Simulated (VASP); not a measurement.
# H6C2O in VASP: further runs

One crystal, H6C2O, is run at these levels: PBE+D3(BJ); tasks: single point.

Program: VASP 6.6.1. These are calculated values, not measurements. Logs are shortened: lines on timing, memory, paths and dates and some standing lists are left out, and cuts for length are marked.

## (1) The crystal as given

The cell holds a amorphous, 36 atoms: a = 7.294 Å, b = 7.294 Å, c = 7.294 Å, α = 90.00°, β = 90.00°, γ = 90.00°.

The cell was built by a generator and needn't be a form met in nature.

## (2) Single point, PBE+D3(BJ)

Input file INCAR:

```
SYSTEM = H6C2O
PREC     = Accurate       ! precision mode
ENCUT    = 520            ! plane-wave cutoff, eV
EDIFF    = 1E-6           ! SCF threshold, eV
ISMEAR   = -1             ! smearing method
SIGMA    = 0.05           ! smearing width, eV
LREAL    = Auto         
LASPH    = .True.         ! aspherical terms in the spheres
NELM     = 80             ! most SCF steps
ALGO     = Fast           ! electronic algorithm
ISIF     = 2              ! what is computed and relaxed
LWAVE    = .False.        ! write WAVECAR
LCHARG   = .False.        ! write CHGCAR
GGA      = PE             ! functional
IVDW     = 12             ! dispersion correction
NBANDS   = 64             ! bands
```

Input file KPOINTS:

```
regular mesh
0
Gamma
  1 1 1
  0 0 0
```

Input file POSCAR:

```
H6C2O
1.0
    7.2936330000      0.0000000000      0.0000000000
    0.0000000000      7.2936330000      0.0000000000
    0.0000000000      0.0000000000      7.2936330000
C O H
8 4 24
Direct
    0.3252250821      0.8382749389      0.6346343103
    0.4145660541      1.0249059045      0.6111001910
    1.0307201216      0.3874319513      0.5650127968
    0.8589334759      0.4969683950      0.5238482408
    0.3972133573      0.5866622821      0.1579035130
    0.2513534450      0.7334279016      0.1372296594
    0.6734680245      0.1250380084      0.0769526441
    0.8778047013      0.1292106581      0.1127215042
    0.6079479190      1.0020999780      0.6044179445
    0.7013345678      0.3802067634      0.5504296149
    0.1090717038      0.6692558178      0.0170820033
    0.9701096367      0.0260985137     -0.0302838666
    0.6622211712      1.1238035579      0.5864267296
    0.3634943772      1.0908391529      0.4838406753
    0.3747052592      1.1158884528      0.7265619865
    0.1751370574      0.8484707896      0.6246611610
    0.3732780488      0.7457612538      0.5259599842
    0.3576071511      0.7764292658      0.7679392464
    0.5929087126      0.4542915334      0.5306729688
    0.8490753432      0.6169989541      0.6158030495
    0.8616850403      0.5470816702      0.3806537388
    1.1510921579      0.4758702594      0.5497039831
    1.0285662443      0.3348827840      0.7065732554
    1.0448727665      0.2705147635      0.4705086100
    0.0312583196      0.7775301282     -0.0060519452
    0.1929646251      0.7697531190      0.2720521636
    0.3161843092      0.8592684327      0.0803932694
    0.5106014655      0.6365372532      0.2447056786
    0.3389926356      0.4617101879      0.2203194766
    0.4547333021      0.5497585810      0.0233071560
    1.0920841991      0.0770378915     -0.0439009941
    0.9295370137      0.2712690739      0.1125342351
    0.9085192571      0.0673692356      0.2474679521
    0.6007386447      0.1864090555      0.1936081067
    0.6393314127      0.2001089794     -0.0486895611
    0.6265053968     -0.0173142881      0.0608105183
```

Potentials or basis: VASP PAW PBE potentials, release 64 (C, O, H).

Command:

```console
> cat potpaw_PBE.64/C/POTCAR potpaw_PBE.64/O/POTCAR potpaw_PBE.64/H/POTCAR > POTCAR
> mpirun -np 1 vasp_gam > vasp.out
```

OUTCAR:

```text
SYSTEM = H6C2O
   PREC = Accurate
   ENCUT = 520
   EDIFF = 1E-6
   ISMEAR = -1
   LREAL = Auto
   LASPH = .True.
   NELM = 80
   ISIF = 2
   GGA = PE
   IVDW = 12
 IVDW          = 12

 ion  position               nearest neighbor table
   1  0.325  0.838  0.635-  18 1.10  17 1.10  16 1.10   2 1.52
   2  0.415  0.025  0.611-  14 1.11  15 1.11   9 1.42   1 1.52
   3  0.031  0.387  0.565-  22 1.10  24 1.10  23 1.10   4 1.52
   4  0.859  0.497  0.524-  20 1.11  21 1.11  10 1.44   3 1.52
   5  0.397  0.587  0.158-  30 1.10  28 1.10  29 1.10   6 1.52
   6  0.251  0.733  0.137-  26 1.10  27 1.11  11 1.44   5 1.52
   7  0.673  0.125  0.077-  35 1.10  34 1.10  36 1.10   8 1.51
   8  0.878  0.129  0.113-  32 1.10  33 1.10  12 1.45   7 1.51
   9  0.608  0.002  0.604-  13 0.98   2 1.42
  10  0.701  0.380  0.550-  19 0.97   4 1.44
  11  0.109  0.669  0.017-  25 0.99   6 1.44
  12  0.970  0.026  0.970-  31 0.97   8 1.45
  13  0.662  0.124  0.586-   9 0.98
  14  0.363  0.091  0.484-   2 1.11
  15  0.375  0.116  0.727-   2 1.11
  16  0.175  0.848  0.625-   1 1.10
  17  0.373  0.746  0.526-   1 1.10
  18  0.358  0.776  0.768-   1 1.10
[... 16 lines left out ...]
  35  0.639  0.200  0.951-   7 1.10
  36  0.627  0.983  0.061-   7 1.10

  LATTYP: Found a simple cubic cell.
 ALAT       =     7.2936330000

  Lattice vectors:

 A1 = (   7.2936330000,   0.0000000000,   0.0000000000)
 A2 = (   0.0000000000,   7.2936330000,   0.0000000000)
 A3 = (   0.0000000000,   0.0000000000,   7.2936330000)

Analysis of symmetry for initial positions (statically):
=====================================================================
 Subroutine PRICEL returns:
 Original cell was already a primitive cell.

 Routine SETGRP: Setting up the symmetry group for a
 simple cubic supercell.

 Subroutine GETGRP returns: Found  1 space group operations
 (whereof  1 operations were pure point group operations)
 out of a pool of 48 trial point group operations.

The static configuration has the point symmetry C_1 .

Analysis of symmetry for dynamics (positions and initial velocities):
=====================================================================
 Subroutine PRICEL returns:
 Original cell was already a primitive cell.

 Routine SETGRP: Setting up the symmetry group for a
 simple cubic supercell.

 Subroutine GETGRP returns: Found  1 space group operations
 (whereof  1 operations were pure point group operations)
 out of a pool of 48 trial point group operations.

The dynamic configuration has the point symmetry C_1 .

 Subroutine INISYM returns: Found  1 space group operations
 (whereof  1 operations are pure point group operations),
 and found     1 'primitive' translations

----------------------------------------------------------------------------------------

                                     Primitive cell

  volume of cell :     388.0000

  direct lattice vectors                    reciprocal lattice vectors
     7.293633000  0.000000000  0.000000000     0.137105884  0.000000000  0.000000000
     0.000000000  7.293633000  0.000000000     0.000000000  0.137105884  0.000000000
     0.000000000  0.000000000  7.293633000     0.000000000  0.000000000  0.137105884

  length of vectors
     7.293633000  7.293633000  7.293633000     0.137105884  0.137105884  0.137105884

  position of ions in fractional coordinates (direct lattice)
     0.325225082  0.838274939  0.634634310
     0.414566054  0.024905905  0.611100191
     0.030720122  0.387431951  0.565012797
     0.858933476  0.496968395  0.523848241
     0.397213357  0.586662282  0.157903513
     0.251353445  0.733427902  0.137229659
[... 28 lines left out ...]
     0.639331413  0.200108979  0.951310439
     0.626505397  0.982685712  0.060810518

  ion indices of the primitive-cell ions
   primitive index   ion index
                 1           1
                 2           2
                 3           3
                 4           4
                 5           5
                 6           6
[... 28 lines left out ...]
                35          35
                36          36

----------------------------------------------------------------------------------------

 KPOINTS: regular mesh

Automatic generation of k-mesh.
 Grid dimensions read from file:
 generate k-points for:    1    1    1

 Generating k-lattice:

  Cartesian coordinates                     Fractional coordinates (reciprocal lattice)
     0.137105884  0.000000000  0.000000000     1.000000000  0.000000000  0.000000000
     0.000000000  0.137105884  0.000000000     0.000000000  1.000000000  0.000000000
     0.000000000  0.000000000  0.137105884     0.000000000  0.000000000  1.000000000

  Length of vectors
     0.137105884  0.137105884  0.137105884

  Shift w.r.t. Gamma in fractional coordinates (k-lattice)
     0.000000000  0.000000000  0.000000000

 Subroutine IBZKPT returns following result:
 ===========================================

 Found      1 irreducible k-points:

 Following reciprocal coordinates:
            Coordinates               Weight
  0.000000  0.000000  0.000000      1.000000
   k-points           NKPTS =      1   k-points in BZ     NKDIM =      1   number of bands    NBANDS=     64
   number of dos      NEDOS =    301   number of ions     NIONS =     36
   total plane-waves  NPLWV = 157464
   dimension x,y,z NGX =    54 NGY =   54 NGZ =   54
   dimension x,y,z NGXF=   108 NGYF=  108 NGZF=  108
   ions per type =               8   4  24
   NGX,Y,Z   is equivalent  to a cutoff of  12.31, 12.31, 12.31 a.u.
   NGXF,Y,Z  is equivalent  to a cutoff of  24.62, 24.62, 24.62 a.u.
 SYSTEM =  H6C2O
   PREC   = accura    normal or accurate (medium, high low for compatibility)
   ISTART =      0    job   : 0-new  1-cont  2-samecut
   ICHARG =      2    charge: 1-file 2-atom 10-const
   ISPIN  =      1    spin polarized calculation?
   LNONCOLLINEAR =      F non collinear calculations
   LSORBIT =      F    spin-orbit coupling
   LASPH  =      T    aspherical Exc in radial PAW
   ENCUT  =  520.0 eV  38.22 Ry    6.18 a.u.  13.56 13.56 13.56*2*pi/ulx,y,z
   NELM   =     80;   NELMIN=  2; NELMDL= -5     # of ELM steps
   EDIFF  = 0.1E-05   stopping-criterion for ELM
   LREAL  =      T    real-space projection
   EDIFFG = 0.1E-04   stopping-criterion for IOM
   NSW    =      0    number of steps for IOM
   IBRION =     -1    ionic relax: 0-MD 1-quasi-New 2-CG
   NFREE  =      0    steps in history (QN), initial steepest desc. (CG)
   ISIF   =      2    stress and relaxation
   ISYM   =      2    0-nonsym 1-usesym 2-fastsym
   POTIM  = 0.5000    time-step for ionic-motion
   TEBEG  =    0.0;   TEEND  =   0.0 temperature during run
   PSTRESS=    0.0 pullay stress
   NELECT =      80.0000    total number of electrons
   NUPDOWN=      -1.0000    fix difference up-down
   EMIN   =  10.00;   EMAX   =-10.00  energy-range for DOS
   EFERMI =   0.00;   METHOD = LEGACY
   ISMEAR =    -1;   SIGMA  =   0.05  broadening in eV -4-tet -1-fermi 0-gaus
   EFERMI_NEDOS =   21; number of points for ismear=-14 and -15
   IALGO  =     68    algorithm
   IMIX   =      4    mixing-type and parameters
     AMIX     =   0.40;   BMIX     =  1.00
     AMIX_MAG =   1.60;   BMIX_MAG =  1.00
  volume/ion in A,a.u.               =      10.78        72.73
  Fermi-wavevector in a.u.,A,eV,Ry     =   0.967151  1.827650 12.726630  0.935381
  Thomas-Fermi vector in A             =   2.097013
   LORBIT       =      0    0 simple, 1 ext, 2 COOP (PROOUT), +10 PAW based schemes
   GGA     = PE    functional components
   LHFCALC =     F    Hartree Fock is set to
   AEXX    =    0.0000 exact exchange contribution
   IVDW    =    12    specifies the selected vdW correction
   LEPSILON=     F    determine dielectric tensor
   LRPA    =     F    only Hartree local field effects (RPA)
 non-spin polarized calculation
 RMM-DIIS sequential band-by-band and
  energy-cutoff  :      520.00
  volume of cell :      388.00
 maximum number of plane-waves:      5198
 NGX is ok and might be reduce to    54
   NGX = 27   NGY = 27   NGZ = 27

 number of electron      80.0000000 magnetization

 Free energy of the ion-electron system (eV)
  ---------------------------------------------------
  ext. energy  EPLUGINS =         0.00000000
  ---------------------------------------------------
  free energy    TOTEN  =      -188.07667465 eV

  energy without entropy =     -188.07667465  energy(sigma->0) =     -188.07667465

 E-fermi :  -1.4740     XC(G=0):  -6.5009

 val. band max:       -2.7698809362   @ k =   0.0000   0.0000   0.0000
 cond. band min:       1.8551031055   @ k =   0.0000   0.0000   0.0000
 fundamental gap:      4.6249840417
 Fermi energy:        -1.4739773317

 k-point     1 :       0.0000    0.0000    0.0000
  band No.  band energies     occupation
      1     -22.7099      2.00000
      2     -22.6882      2.00000
      3     -21.9084      2.00000
      4     -21.8700      2.00000
      5     -15.5792      2.00000
      6     -15.5304      2.00000
[... 44 lines left out ...]
     51       5.3488      0.00000
     52       5.5073      0.00000
 [bands above 52 left out]

------------------------ aborting loop because EDIFF is reached ----------------------------------------

 Edisp (eV)   -1.29964

 E8    (eV) :    -0.2831

  FORCE on cell =-STRESS in cart. coord.  units (eV):
  Direction    XX          YY          ZZ          XY          YZ          ZX
  --------------------------------------------------------------------------------------
  -------------------------------------------------------------------------------------
  Total      -0.56700    -2.17124    -0.98531     0.00604     0.12734     0.12205
  in kB      -2.34133    -8.96574    -4.06866     0.02494     0.52584     0.50397
  external pressure =       -5.13 kB  Pullay stress =        0.00 kB

 VOLUME and BASIS-vectors are now :
 -----------------------------------------------------------------------------
  energy-cutoff  :      520.00
  volume of cell :      388.00
      direct lattice vectors                 reciprocal lattice vectors
     7.293633000  0.000000000  0.000000000     0.137105884  0.000000000  0.000000000
     0.000000000  7.293633000  0.000000000     0.000000000  0.137105884  0.000000000
     0.000000000  0.000000000  7.293633000     0.000000000  0.000000000  0.137105884

 POSITION                                       TOTAL-FORCE (eV/Angst)
 -----------------------------------------------------------------------------------
      2.37207      6.11407      4.62879        -0.020612      0.030501      0.030616
      3.02369      0.18165      4.45714        -0.096078     -0.001563     -0.017536
      0.22406      2.82579      4.12100        -0.080665     -0.033987      0.019119
      6.26475      3.62471      3.82076         0.207327      0.059447      0.000723
      2.89713      4.27890      1.15169         0.008348     -0.065671      0.011821
      1.83328      5.34935      1.00090        -0.053715      0.032553     -0.079729
[... 28 lines left out ...]
      4.66305      1.45952      6.93851         0.005323      0.006554     -0.018896
      4.56950      7.16735      0.44353         0.002242      0.014621      0.019260
 -----------------------------------------------------------------------------------
    total drift:                                0.010376      0.022754      0.004462

  FREE ENERGIE OF THE ION-ELECTRON SYSTEM (eV)
  ---------------------------------------------------
  free  energy   TOTEN  =      -189.3763110291 eV

  energy  without entropy=     -189.3763110291  energy(sigma->0) =     -189.37631103
```

It took 68 s on 1 thread of Intel Xeon Platinum 8259CL at 2.50GHz (Skylake/Cascade Lake), shared host; peak memory 0.39 GiB.

Results:

| Quantity | Value |
| --- | --- |
| Free energy | -189.3763 eV |
| Pressure | -0.5 GPa |
| Largest force | 0.216 eV/Å |
| Band gap on the k mesh | 4.62 eV, direct |
| Dispersion energy per atom | -0.036 eV |

Forces in eV/Å, atoms in the order of the input:
```
C   -0.021  0.031  0.031
C   -0.096 -0.002 -0.018
C   -0.081 -0.034  0.019
C    0.207  0.059  0.001
C    0.008 -0.066  0.012
C   -0.054  0.033 -0.080
C    0.014 -0.020  0.031
C   -0.053 -0.001  0.015
O    0.047 -0.086 -0.037
O   -0.034 -0.081  0.016
O    0.124  0.088  0.152
O   -0.055 -0.009 -0.011
H    0.046  0.082  0.021
H    0.003 -0.026  0.028
H    0.006  0.010 -0.008
H    0.036 -0.002  0.010
H    0.002 -0.021 -0.022
H    0.030  0.031 -0.068
H   -0.113  0.027 -0.003
H   -0.010 -0.038 -0.049
H    0.003 -0.014  0.053
H    0.014  0.003  0.013
H   -0.019  0.052 -0.077
H   -0.022  0.062  0.060
H   -0.016 -0.055 -0.038
H    0.016 -0.005 -0.013
H   -0.072 -0.091  0.081
H   -0.087 -0.040 -0.062
H    0.036  0.050 -0.046
H   -0.017 -0.012  0.063
H    0.124  0.024 -0.058
H    0.000  0.024  0.006
H    0.017 -0.003 -0.007
H    0.005  0.008 -0.013
H    0.005  0.007 -0.019
H    0.002  0.015  0.019
```

Stress tensor (GPa, compression positive):
```
-0.23  0.00  0.05
 0.00 -0.90  0.05
 0.05  0.05 -0.41
```

Levels at points of the mesh, in eV from the valence-band top:
| k point | band 36 | band 37 | band 38 | band 39 | band 40 | band 41 | band 42 | band 43 | band 44 | band 45 |
| --- | --- | --- | --- | --- | --- | --- | --- | --- | --- | --- |
| (0.00, 0.00, 0.00) | -1.65 | -0.77 | -0.71 | -0.10 | 0.00 | 4.62 | 5.44 | 5.93 | 6.36 | 6.69 |

## (3) Single point, PBE+D3(BJ)

Input file INCAR:

```
ALGO = Fast ; EDIFF = 1E-6
ENCUT = 520 ; GGA = PE
ISIF = 2 ; ISMEAR = -1
IVDW = 12 ; LASPH = T
LCHARG = F ; LREAL = Auto
LWAVE = F ; NBANDS = 64
NELM = 80 ; PREC = Accurate
SIGMA = 0.05
```

Input file KPOINTS:

```
k-points
0
Gamma
  1 1 1
```

Input file POSCAR:

```
H6C2O
1.0
    7.2936330000      0.0000000000      0.0000000000
    0.0000000000      7.2936330000      0.0000000000
    0.0000000000      0.0000000000      7.2936330000
C O H
8 4 24
Direct
    0.3047126000      0.8442156000      0.6758988000
    0.3748244000      1.0392912000      0.6769711000
    1.0377936000      0.3667129000      0.4503718000
    0.8748697000      0.4946436000      0.4581697000
    0.5146135000      0.5903638000      0.1421288000
    0.3560848000      0.7239300000      0.1420288000
    0.5884239000      0.1224355000      0.0883216000
    0.7902499000      0.1464703000      0.1290629000
    0.5675635000      1.0310032000      0.7094260000
    0.7140768000      0.3832273000      0.4566084000
    0.1944893000      0.6214316000      0.1013921000
    0.8888314000      0.0730531000     -0.0231277000
    0.6138233000      1.1558814000      0.7103411000
    0.3452162000      1.1058073000      0.5450054000
    0.3054322000      1.1187890000      0.7845854000
    0.1568384000      0.8412397000      0.6515045000
    0.3729652000      0.7658284000      0.5681816000
    0.3332284000      0.7787948000      0.8074775000
    0.6086001000      0.4643766000      0.4615916000
    0.8808975000      0.5788022000      0.5830576000
    0.8766990000      0.5882665000      0.3400707000
    1.1660792000      0.4442558000      0.4511754000
    1.0363367000      0.2746378000      0.5683804000
    1.0321432000      0.2840908000      0.3256816000
    0.0918219000      0.7062529000      0.1010421000
    0.3448350000      0.7912246000      0.2764196000
    0.3789583000      0.8315477000      0.0390180000
    0.6432941000      0.6609520000      0.1726144000
    0.4921648000      0.4842734000      0.2453123000
    0.5262476000      0.5245486000      0.0081923000
    1.0187851000      0.0879295000      0.0018940000
    0.8222236000      0.2924551000      0.1486113000
    0.8264076000      0.0745077000      0.2564599000
    0.5049688000      0.1763719000      0.2005573000
    0.5525817000      0.1949641000     -0.0376185000
    0.5567607000     -0.0227247000      0.0701022000
```

Potentials or basis: VASP PAW PBE potentials, release 64 (C, O, H).

Command:

```console
> cat potpaw_PBE.64/C/POTCAR potpaw_PBE.64/O/POTCAR potpaw_PBE.64/H/POTCAR > POTCAR
> mpirun -np 1 vasp_gam > vasp.out
```

It took 64 s on 1 thread of Intel Xeon Platinum 8259CL at 2.50GHz (Skylake/Cascade Lake), shared host; peak memory 0.39 GiB.

Results (log left out):

| Property | Result |
| --- | --- |
| Free energy | -188.1978 eV |
| Pressure | 1.6 GPa |
| Largest force | 0.704 eV/Å |
| Band gap on the k mesh | 4.48 eV, direct |
| Dispersion energy per atom | -0.037 eV |

Forces on the atoms (eV/Å):
```
C   -0.104  0.087  0.045
C    0.277 -0.313 -0.178
C    0.168  0.118  0.108
C    0.428 -0.123  0.201
C   -0.182  0.427 -0.025
C    0.194 -0.215  0.135
C    0.141  0.156  0.400
C   -0.533  0.131  0.044
O   -0.195 -0.141 -0.422
O   -0.410 -0.077  0.449
O   -0.336  0.005 -0.069
O    0.528 -0.331 -0.328
H    0.342  0.003 -0.238
H   -0.041  0.152 -0.186
H   -0.147  0.185  0.204
H   -0.178 -0.057 -0.023
H    0.083 -0.098 -0.134
H   -0.103 -0.121 -0.155
H    0.066  0.002  0.055
H   -0.045  0.113  0.108
H   -0.036  0.121 -0.213
H    0.030  0.047 -0.029
H   -0.021 -0.124  0.187
H    0.178  0.014 -0.008
H   -0.097 -0.013 -0.094
H   -0.039  0.069  0.078
H   -0.083 -0.106  0.110
H    0.065  0.033  0.003
H   -0.107 -0.131 -0.112
H    0.051 -0.121 -0.122
H    0.039  0.084 -0.094
H    0.003  0.001 -0.093
H    0.015 -0.059  0.163
H    0.010  0.021  0.152
H   -0.087  0.047  0.182
H    0.126  0.214 -0.102
```

Stress tensor (GPa, compression positive):
```
1.62 0.42 0.37
0.42 0.85 0.41
0.37 0.41 2.33
```

Levels at points of the mesh, in eV from the valence-band top:
```
           k point  band 37  band 38  band 39  band 40  band 41  band 42  band 43  band 44
(0.00, 0.00, 0.00)    -0.50    -0.44    -0.17     0.00     4.48     5.18     5.97     6.13
```
